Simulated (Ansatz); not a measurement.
A 3-atom cell of PbF2 started from a crystallographic database at its r2SCAN+rVV10 geometry, run in the PAW code Ansatz at 2 levels of theory. No magnetic order and no zero-point or thermal motion.

The HSE06+SOC input:
```yaml
crystal:
  lattice:
    - [0.0, 2.9458076056, 2.9458076056]
    - [2.9458076056, 0.0, 2.9458076056]
    - [2.9458076056, 2.9458076056, 0.0]
  atoms:
    - { symbol: Pb, position: [0.0, 0.0, 0.0] }
    - { symbol: F, position: [0.25, 0.25, 0.25] }
    - { symbol: F, position: [0.75, 0.75, 0.75] }
kpoints:
  mp_grid: { grid: [4, 4, 4] }
  band_path:
    path:
      - [0.0, 0.0, 0.0]
      - [0.5, 0.0, 0.5]
      - [0.625, 0.25, 0.625]
      - [0.375, 0.375, 0.75]
      - [0.5, 0.5, 0.5]
      - [0.5, 0.25, 0.75]
      - [0.25, -0.5, -0.25]
      - [0.0, 0.5, 0.5]
    npoints: 1
hamiltonian:
  xc: hse06
scf:
  occupations: { method: fixed }
  n_extra_bands: 8
magnetization:
  noncollinear: true
  spin_orbit: true
output:
  eigenvalues: true
```

Main results, then, where recorded, the levels near the gap in eV from the Fermi energy (columns number the bands from 0), one row a point of the path (Γ, X, U, K, L, W, W, X):
```
Crystal: 3 atoms, lattice volume = 51.126 Å³
Symmetry: 48 space group operations + 48 with time reversal
Magnetic group: BNS 225.117 (UNI 1619)
```
```
Basis set: ecut = 420 eV, 965 PW (Γ)
Bands: 36, of which v1, the nominal top of the filled ones, is band 28 counted from 1 (27 counted from 0)
k-points: 8 of 64
Exchange kernel: α = 0.2500, screened, ω = 0.2079 Å⁻¹, Wigner–Seitz truncation, v(0) = 1032.0499 eV·Å³, q-mesh 4×4×4
hybrid outer 1: dexx = +1.064e-2 eV, tail = 2.96e-5 eV
hybrid outer 2: dexx = +1.920e-7 eV, tail = 1.35e-7 eV, Δε = 2.01e-3 eV
Free energy (F): -13538.050184 eV
Fermi energy:    4.393146 eV
```
```tsv
band_18	band_19	band_20	band_21	band_22	band_23	band_24	band_25	band_26	band_27	band_28	band_29	band_30	band_31	band_32	band_33
-3.304	-3.304	-3.304	-3.304	-2.909	-2.909	-2.731	-2.731	-2.731	-2.731	6.415	6.415	8.849	8.849	8.849	8.849
-4.393	-4.393	-2.364	-2.364	-2.336	-2.336	-2.290	-2.290	-0.134	-0.134	5.325	5.325	8.803	8.803	10.033	10.033
-4.187	-4.187	-2.852	-2.852	-2.488	-2.488	-2.343	-2.343	-0.041	-0.041	6.079	6.079	8.049	8.049	9.529	9.529
-4.187	-4.187	-2.852	-2.852	-2.488	-2.488	-2.343	-2.343	-0.041	-0.041	6.079	6.079	8.049	8.049	9.529	9.529
-3.599	-3.599	-3.443	-3.443	-2.959	-2.959	-2.955	-2.955	-0.144	-0.144	5.871	5.871	8.376	8.376	9.897	9.897
-3.548	-3.548	-3.453	-3.453	-2.403	-2.403	-2.260	-2.260	0.000	0.000	6.374	6.374	7.931	7.931	9.032	9.032
-3.548	-3.548	-3.453	-3.453	-2.403	-2.403	-2.260	-2.260	0.000	0.000	6.374	6.374	7.931	7.931	9.032	9.032
-4.393	-4.393	-2.364	-2.364	-2.336	-2.336	-2.290	-2.290	-0.134	-0.134	5.325	5.325	8.803	8.803	10.033	10.033
```

The HSE06+SOC gap is indirect, 5.32 eV (W to X), below the direct gap of 5.46 eV at X.

**Question.** Another run on the same cell gave
```
Basis set: ecut = 420 eV, 965 PW (Γ)
Bands: 18, of which v1, the nominal top of the filled ones, is band 14 counted from 1 (13 counted from 0)
k-points: 16 of 216
hybrid outer 1: dexx = +2.281e-2 eV, tail = 4.57e-5 eV
hybrid outer 2: dexx = +7.340e-7 eV, tail = 2.99e-8 eV, Δε = 3.91e-3 eV
Free energy (F): -13524.984342 eV
Fermi energy:    3.728921 eV
--- Stress (GPa, compression-positive) ---
        1.898695       0.000000       0.000000
        0.000000       1.898695       0.000000
        0.000000       0.000000       1.898695
  P = ⅓ Tr σ = 1.8987 GPa (18.987 kbar)
```
```tsv
band_9	band_10	band_11	band_12	band_13	band_14	band_15	band_16
-3.446	-3.446	-2.903	-2.903	-2.903	9.396	9.396	9.396
-4.575	-2.450	-2.437	-2.437	-0.101	6.866	10.686	10.686
-4.327	-2.959	-2.607	-2.456	-0.010	7.824	9.259	10.675
-4.327	-2.959	-2.607	-2.456	-0.010	7.824	9.259	10.675
-3.643	-3.643	-3.085	-3.085	-0.128	7.410	10.420	10.420
-3.617	-3.617	-2.516	-2.371	0.033	8.632	8.632	10.122
-3.617	-3.617	-2.516	-2.371	0.033	8.632	8.632	10.122
-4.575	-2.450	-2.437	-2.437	-0.101	6.866	10.686	10.686
```
Which level of theory and mesh gave it?

**Answer.** It is DDH-PBE0, judged by the exchange loop and the size of the gap (a near hybrid could fit too), on 6×6×6; the blocks that differ from the first input, but for the band path:
```yaml
crystal:
  host: atoms
kpoints:
  mp_grid: { grid: [6, 6, 6] }
hamiltonian:
  xc:
    exchange: pbe
    correlation: pbe
    exx: { coeff: inverse_dielectric }
scf:
  occupations: { method: fixed }
  n_extra_bands: 4
output:
  forces: true
  stress: true
  eigenvalues: true
```
(magnetization left out)
DDH-PBE0 gives an indirect gap of 6.83 eV, from W to X; the least direct gap is 6.97 eV at X. At this geometry DDH-PBE0 finds +1.9 GPa, compression counted positive: its own equilibrium volume is larger. The stress of a hybrid is loosely converged here.

Small level splittings and stresses of the hybrids carry the error of their coarser meshes.

Totals of different functionals, or with and without spin-orbit coupling, can't be compared.

Only the levels marked +SOC include spin-orbit coupling.

The meshes of the hybrids are coarse, so their gaps aren't converged to the digits shown.
